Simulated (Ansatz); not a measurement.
Relaxed bulk SnSe:

```xyz
2
Lattice="0.0000 3.0308 3.0308 3.0308 0.0000 3.0308 3.0308 3.0308 0.0000" Properties=species:S:1:pos:R:3 pbc="T T T"
Sn    0.0000    0.0000    0.0000
Se    3.0308    3.0308    3.0308
```

Miller indices refer to the conventional cell of Fm-3m (No. 225), a = 6.062 Å, b = 6.062 Å, c = 6.062 Å, α = 90.00°, β = 90.00°, γ = 90.00°. The bulk's gap is 0.00 eV.

The (111) slab of 7 planes, 10.5 Å thick with 15 Å of vacuum as cut; outer planes Sn (top) and Sn (bottom).

Method: DFT PBE, scalar-relativistic, plane waves, PAW in Ansatz 0.2.0. Settings: cutoff 420 eV, Γ-centred mesh 9×9×1 on the computed 7-atom cell, Gaussian smearing of 0.05 eV; no spin polarisation. The cell repeats along c with a dipole correction in the vacuum.

The slab isn't stoichiometric (Sn4Se3), so its surface energy depends on the chemical potentials; it is given with the excess atoms taken from the element's standard state, a limit at which the compound may itself be unstable, so the figure can be too low.

With the atoms at the bulk's places:

```yaml
Surface_energy_with_the_excess_atoms_taken_from_the_elements: 0.92 J/m²
Gap_of_the_slab_on_the_mesh: none (metal or semimetal)
Work_function: 3.50 eV
```

(1) What changes when all atoms relax within this surface cell and its symmetry?

The smearing is narrow for a metal on this mesh.

Answers

(1) The energy falls by 0.051 J/m² a face, and the largest move is 0.20 Å.

| Property | Result |
| --- | --- |
| Surface energy with the excess atoms taken from the elements | 0.87 J/m² |
| Gap of the slab on the mesh | none (metal or semimetal) |
| Work function | 3.55 eV |

```tsv
plane (bottom to top)	atoms	spacing to next, bulk (Å)	relaxed (Å)	change (%)
1	Sn	1.750	1.546	-11.6
2	Se	1.750	1.952	+11.6
3	Sn	1.750	1.744	-0.3
4	Se	1.750	1.744	-0.3
5	Sn	1.750	1.952	+11.6
6	Se	1.750	1.546	-11.6
7	Sn
```

The reference crystal is the rock-salt form of SnSe, which isn't its usual structure. Closed-shell ions balance this formula, and semilocal functionals make gaps too small, so «metal» can mean here that the functional has closed a real gap.